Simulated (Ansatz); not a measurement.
17O NMR of the central transition in TiO₂

Cell: a computed structure from the Materials Project (it need not be an observed phase).

Space group I4/m (No. 87); a = 8.7015, c = 3.7751 Å.

| site | Wyckoff | site symmetry | x | y | z |
| --- | --- | --- | --- | --- | --- |
| Ti | 8h | m.. | 0.0029 | 0.2923 | 0.0000 |
| O5 | 8h | m.. | 0.1508 | 0.4989 | 0.0000 |
| O6 | 8h | m.. | 0.3404 | 0.6617 | 0.5000 |

One atom of each set is listed; the run and its k-mesh use a cell of 12 atoms with edges of 6.44, 6.44, 6.44 Å.

The numbers come from a DFT calculation in Ansatz (PBE, plane waves and PAW (field gradients read without the response of the frozen cores, which leaves them typically 4 to 6 % off), scalar-relativistic, 420 eV cutoff, Γ-centred 7×7×7 k-points, Fermi–Dirac smearing 0.02 eV).

17O has I = 5/2 and Q = -25.58 mb (Pyykkö 2018); at 23.5 T its Larmor frequency is ν₀ = 135.7 MHz. Only the quadrupole interaction is simulated: positions count from each site's isotropic chemical shift, and J coupling is left out, as are shift anisotropy and dipolar coupling, which fast spinning averages.

The O sites: O5 (4 atoms; 4 Ti at 1.95–2.26 Å); O6 (4 atoms; 2 Ti at 1.80–1.81 Å, angle 169°).

Fitted components of the simulated spectrum:

```
component  |C_Q| (MHz)     η
        A        0.966  0.91
        B         1.97  0.41
```

Problem. Which site most likely gives which component?

Solution. By the calculation, A is O6, B is O5. Like point charges on the first shell alone (each adding as 1/d³) would put O6 above O5: the covalent part of each bond and the atoms beyond the first shell count as well.

The run took 9.2 s of wall time (9.1 s of CPU time) and 0.68 GiB at its peak, on 1 thread of AMD EPYC 9R45 (Zen 5) (x86_64; 16 cores open to the job, memory cap 3.0 GiB, no GPU), a shared host with a load of 0.2 a core.
